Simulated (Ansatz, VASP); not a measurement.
## One calculation of Ni, two programs

```
CELL_PARAMETERS angstrom
0.00000 1.80150 1.80150
1.80150 0.00000 1.80150
1.80150 1.80150 0.00000
ATOMIC_POSITIONS crystal
Ni 0.00000 0.00000 0.00000
```

Alike in both runs: task single point; functional PBE; k mesh 12 × 12 × 12; occupations fermi-dirac, width 0.1 eV; collinear spin.

|  | VASP | Ansatz |
| --- | --- | --- |
| version | VASP 6.6.1 | Ansatz 0.2.0 |
| potentials or method | VASP PAW PBE potentials, release 64 (Ni) | PAW, plane waves, scalar-relativistic |
| plane-wave cutoff (eV) | 520 | 420 |
| valence electrons in the cell | 10 | 18 |

```tsv
	VASP	Ansatz	Ansatz less VASP
pressure (GPa)	-10.8	-11.3	-0.51
net moment per atom (μB)	0.66	0.68	+0.015
size of the moment on the site where the two differ most (μB)	0.68	0.72	+0.039
```

Site moments also hang on the region over which each program counts them. The functional is the same, so the differences come from potentials, cutoffs and numerics. The two sets of potentials don't hold the same shells in valence. Ansatz warned: «stability_check_not_made».
